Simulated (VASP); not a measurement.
GaSb: relaxation of cell and atoms with PBEsol+D3(BJ)

The system is GaSb.

```
Sb Ga
1.0
     0.00000    3.05900    3.05900
     3.05900    0.00000    3.05900
     3.05900    3.05900    0.00000
Sb Ga
1 1
Direct
  0.75000 0.75000 0.75000
  0.00000 0.00000 0.00000
```

```
Program                : VASP 6.6.1
Task                   : relaxation of cell and atoms
Functional             : PBEsol
Dispersion             : D3(BJ)
Potentials or basis    : VASP PAW PBE potentials, release 64 (Sb, Ga_d)
Cutoff                 : 600 eV
k mesh                 : 8 × 8 × 8
Occupations            : fermi-dirac, width 0.05 eV
Spin                   : no spin polarisation
Further INCAR settings : ALGO = Normal; EDIFF = 1e-06; IBRION = 2; EDIFFG = -0.02; NSW = 60; ISIF = 3
```

* Relaxed volume: 27.60 Å³/atom
* Relaxed cell: a = 4.274 Å, b = 4.274 Å, c = 4.274 Å, α = 60.00°, β = 60.00°, γ = 60.00°
* Space group after relaxing (to 0.05 Å): F-43m (No. 216)
* Energy gained by relaxing: 6.1 meV/atom
* Ionic steps: 3
* Pressure after relaxing: 0.0 GPa
* Band gap on the k mesh: 0.25 eV, direct
* Dispersion energy per atom: -0.336 eV

The path:
| step | energy change (eV) | largest force (eV/Å) | pressure (GPa) | volume (Å³) |
| --- | --- | --- | --- | --- |
| 1 | 0.0000 | 0.0000 | -1.86 | 57.25 |
| 2 | -0.0108 | 0.0000 | 0.68 | 54.53 |
| 3 | -0.0123 | 0.0000 | 0.01 | 55.20 |

Final structure:
```
Sb Ga
1.0
     0.00000    3.02210    3.02210
     3.02210    0.00000    3.02210
     3.02210    3.02210    0.00000
Sb Ga
1 1
Direct
  0.75000 0.75000 0.75000
  0.00000 0.00000 0.00000
```

Levels at points of the mesh, in eV from the valence-band top:
```tsv
k point	band 7	band 8	band 9	band 10	band 11	band 12
(0.00, 0.00, 0.00)	0.00	0.00	0.00	0.25	2.75	2.75
(0.50, 0.00, 0.00)	-6.58	-1.22	-1.22	0.42	3.71	3.71
(0.50, 0.50, 0.00)	-7.01	-2.72	-2.72	0.80	1.09	8.91
```

Wall time 33 s on 1 thread of Intel(R) Xeon(R) 6975P-C (Granite Rapids), on a shared host, peak memory 0.22 GiB.

Caveat: the PAW data sets were made with another functional, which shifts forces and pressure a little; spin-orbit coupling is left out, which moves the levels of the heavy elements. A k mesh can miss the band edges.
